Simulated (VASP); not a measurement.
# SnTe under changes of volume

One of the cells (46.070 Å³/atom); the others are scaled copies at fixed shape and fractional positions:

```
CELL_PARAMETERS angstrom
0.00000 3.58486 3.58486
3.58486 0.00000 3.58486
3.58486 3.58486 0.00000
ATOMIC_POSITIONS crystal
Te 0.25000 0.25000 0.25000
Sn 0.00000 0.00000 0.00000
```

Measurements of this composition are mostly on another form, of space group No. 225.

| Item | Value |
| --- | --- |
| Program | VASP 6.6.1 |
| Functional | r2SCAN |
| Potentials or basis | VASP PAW PBE potentials, release 64 (Te, Sn_d) |
| Cutoff | 520 eV |
| k mesh | 6 × 6 × 6 |
| Occupations | gaussian, width 0.02 eV |
| Spin | no spin polarisation |

| volume (Å³/atom) | energy over the lowest point (meV/atom) | pressure (GPa) | gap on the mesh (eV) |
| --- | --- | --- | --- |
| 44.227 | ? | ? | ? |
| 45.149 | 1.68 | 0.5 | 0.24 |
| 46.070 | 0.00 | 0.0 | 0.30 |
| 46.991 | 1.42 | -0.6 | 0.35 |
| 47.913 | 5.63 | -1.0 | 0.40 |

Task: What does the run at 44.227 Å³/atom give?

Result: Energy over the lowest point 6.80 meV/atom; pressure 1.2 GPa; gap on the mesh 0.19 eV.

Worked out: A Birch-Murnaghan fit of order 2 (a polynomial in V^(-2/3)) to the other rows has its minimum at 46.09 Å³/atom with B0 = V·E''(V) = 27 GPa. It gives 6.78 meV/atom at 44.227 Å³/atom, against the run's 6.80, and -dE/dV = 1.2 GPa, against 1.2. A straight line through the other rows of the gap, of slope 2.68 eV per unit of ln V, extrapolates to 0.19 eV, against the run's 0.19.

Energies are extrapolated to zero smearing.

Caveats: the PAW data sets were made with another functional, which shifts forces and pressure a little; spin-orbit coupling is left out, which moves the levels of the heavy elements.

A mesh can miss the band edges.
